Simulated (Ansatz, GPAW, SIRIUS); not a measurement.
## Fitting the PBE energy curve of CdF2

The structure is cubic, space group Fm-3m (No. 225). The conventional cell has a = 5.388 Å, b = 5.388 Å, c = 5.388 Å, α = 90.00°, β = 90.00°, γ = 90.00°. Cd (site symmetry m-3m) has 8 F at 2.33 Å as nearest neighbours. F (site symmetry -43m) has 4 Cd at 2.33 Å as nearest neighbours.

The cell was scaled at fixed shape and fractions and run with Ansatz, all-electron LAPW, scalar-relativistic; PBE, k mesh 9 × 9 × 9 on the cell of 3 atoms, fermi-dirac occupations of 0.05 eV, no spin polarisation, no spin-orbit coupling. Energies are those that the program minimises, any entropy of the smearing included.

```tsv
V (Å³/atom)	energy over the lowest row (meV/atom)
12.2526	56.89
12.5133	36.86
12.7740	?
13.0347	10.84
13.2954	3.87
13.5561	0.38
13.8168	0.00
```

Fit the third-order Birch-Murnaghan form, give V0, B0 and B′, and predict the energy left open.

With y = (V0/V)^(2/3), E = E0 + (9 V0 B0/16) [(y - 1)³ B′ + (y - 1)² (6 - 4y)]. Least squares through the rows shown give V0 = 13.7192 Å³/atom, E0 = -0.20 meV, B0 = 93.84 GPa (1 eV/Å³ = 160.218 GPa) and B′ = 4.78, with a largest miss of 0.00 meV. At V = 12.7740 the form with these constants gives 21.68 meV; the run gave 21.68 meV an atom. Other set-ups at this level, from all their volumes (Å³/atom, GPa): Ansatz, Ansatz PAW (earlier soft set): V0 13.727, B0 93.67; GPAW, GPAW PAW data sets (gpaw-data 1.2.1): V0 13.700, B0 90.07; SIRIUS, all-electron FP-LAPW, apw+lo standard: V0 13.697, B0 92.44.
